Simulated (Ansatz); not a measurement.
Runs of Ansatz 0.2.0 on Sb. It takes space group R-3m (No. 166, trigonal). The conventional cell has a = 4.308 Å, b = 4.308 Å, c = 11.274 Å, α = 90.00°, β = 90.00°, γ = 120.00°. Sb (site symmetry 3m) has 3 Sb at 2.91 Å as nearest neighbours. 

```csv
task,level,cell,k mesh,points for each segment of the path,atoms under strain,q mesh,mesh quality,gap on the mesh (eV),pressure (GPa),relaxed volume (Å³/atom)
band structure,HSE06,as given,4 × 4 × 4,4,-,-,coarse,0.29,0.8,-
relaxation of cell and atoms,PBEsol0,relaxed,4 × 4 × 4,-,-,-,coarse,(b),0.0,30.15
elastic constants,LDA,as given,6 × 6 × 6,-,relaxed,-,not flagged,none,-0.9,-
relaxation of cell and atoms,HSE03,relaxed,4 × 4 × 4,-,-,-,coarse,(a),0.0,31.38
phonons,LDA,as given,6 × 6 × 6,8,-,2 × 2 × 2,not flagged,none,-,-
```

Alike in all rows: potentials or basis Ansatz PAW; no spin polarisation; cutoff (eV) 420; smearing fermi-dirac 0.05 eV.

Question: Fill in the values left out.

Answer: (a) 0.23; (b) 0.86.

Caveats: some runs use coarse meshes; the PAW data sets come from PBE, with cores solved anew for the run's functional, which leaves a small shift of forces and pressure; spin-orbit coupling is left out, which moves the levels of the heavy elements (some runs); the plane-wave basis is chosen anew once the cell has moved, so the energies of steps on either side of that aren't comparable (some runs); the thresholds are loose for stress (some runs); elastic constants of metals need much finer meshes, so these are rough (some runs); some levels weren't fully converged (some runs).

A k mesh can miss the band edges, and the runs leave out spin-orbit coupling on Sb.

A gap of «none» marks a metal or a gap under the smearing width.
